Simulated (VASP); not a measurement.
A run of VASP 6.6.1 is set up as follows.

File INCAR:

```
SYSTEM = BeTe
PREC = Accurate ; ENCUT = 600
EDIFF = 1E-7 ; ISMEAR = 0
SIGMA = 0.03 ; LREAL = .False.
LASPH = .True. ; NELM = 80
ALGO = Normal ; ISIF = 2
LWAVE = .False. ; LCHARG = .False.
GGA = PE ; IVDW = 12
IBRION = 2 ; NSW = 40
EDIFFG = -0.01
```

KPOINTS

```
regular mesh
0
Gamma
  8 8 8
  0 0 0
```

The input POSCAR:

```
BeTe                                    
1.0
    0.0000000000      2.7358837994      2.7358837994
    2.7358837994      0.0000000000      2.7358837994
    2.7358837994      2.7358837994      0.0000000000
  Be              Te            
     1     1
Direct
     0.0000000000000000    0.0000000000000000    0.0000000000000000
     0.2500000000000000    0.2500000000000000    0.2500000000000000
```

Potentials or basis: VASP PAW PBE potentials, release 64 (Be, Te).

Run with:

```bash
$ cat potpaw_PBE.64/Be/POTCAR potpaw_PBE.64/Te/POTCAR > POTCAR
$ mpirun -np 1 vasp_std > vasp.out
```

(1) Predict the band gap on the k mesh.

(2) Estimate the dispersion energy per atom.

## Answers

(1) 1.75 eV, indirect (least direct gap 3.52 eV).

(2) -0.371 eV.

Caveat: the relaxation stopped at its first step, so nothing moved; spin-orbit coupling is left out, which moves the levels of the heavy elements.
